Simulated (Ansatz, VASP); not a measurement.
# Two plane-wave programs on Si

Contents of INCAR:

```
PREC = Accurate ; ENCUT = 600
EDIFF = 1E-6 ; ISMEAR = -1
SIGMA = 0.05 ; LREAL = F
LASPH = T ; NELM = 80
ALGO = Fast ; ISIF = 3
LWAVE = F ; LCHARG = F
GGA = RP ; IVDW = 12
IBRION = 2 ; NSW = 40
EDIFFG = -0.01
```

KPOINTS

```
regular mesh
0
Gamma
  8 8 8
```

POSCAR

```
Si
1.0
    0.0000000000      2.7218511865      2.7218511865
    2.7218511865      0.0000000000      2.7218511865
    2.7218511865      2.7218511865      0.0000000000
Si
2
Direct
    0.5000000000      0.5000000000      0.5000000000
    0.7500000000      0.7500000000      0.7500000000
```

File input.yaml:

```yaml
crystal:
  lattice:
    - [0.0, 2.7218511865, 2.7218511865]
    - [2.7218511865, 0.0, 2.7218511865]
    - [2.7218511865, 2.7218511865, 0.0]
  atoms:
    - { symbol: Si, position: [0.5, 0.5, 0.5] }
    - { symbol: Si, position: [0.75, 0.75, 0.75] }
hamiltonian:
  xc: rpbe
  pseudopotentials: { kind: paw }
  dispersion: d3bj
kpoints:
  mp_grid: { grid: [8, 8, 8] }
scf:
  occupations: { method: fermi_dirac, width: 0.05 }
output:
  forces: true
  stress: true
  write_density: true
  write_potential: true
  elf: true
  volumetric_format: npy
relax:
  f_tol: 0.01
  max_steps: 40
  cell: { stress_tol: 0.05 }
```

Alike in both runs: task relaxation of cell and atoms; functional RPBE; dispersion D3(BJ); k mesh 8 × 8 × 8; occupations fermi-dirac, width 0.05 eV; no spin polarisation.

```csv
,VASP,Ansatz
version,VASP 6.6.1,Ansatz 0.2.0
potentials or method,"VASP PAW PBE potentials, release 64 (Si)",Ansatz PAW
plane-wave cutoff (eV),600,420
valence electrons in the cell,8,8
```

Ansatz gave:

- gap on the k mesh at the Fermi level, each at its own relaxed structure (eV): 0.53
- relaxed volume (Å³/atom): 18.58
- relaxed cell length with the largest relative difference (Å): 3.746
- energy change over the relaxation (meV/atom): -36

Q: What did VASP give for the same quantities?

A: gap on the k mesh at the Fermi level, each at its own relaxed structure (eV): 0.52; relaxed volume (Å³/atom): 18.53; relaxed cell length with the largest relative difference (Å): 3.742; energy change over the relaxation (meV/atom): -39.

Caveats: the PAW data sets were made with another functional, which shifts forces and pressure a little (VASP); the plane-wave basis is chosen anew once the cell has moved, so the energies of steps on either side of that aren't comparable (Ansatz); the PAW data sets come from PBE, with cores solved anew for the run's functional, which leaves a small shift of forces and pressure (Ansatz). Expect the measured gap to be larger: semilocal functionals such as RPBE lack the derivative discontinuity. A k mesh can miss the band edges.
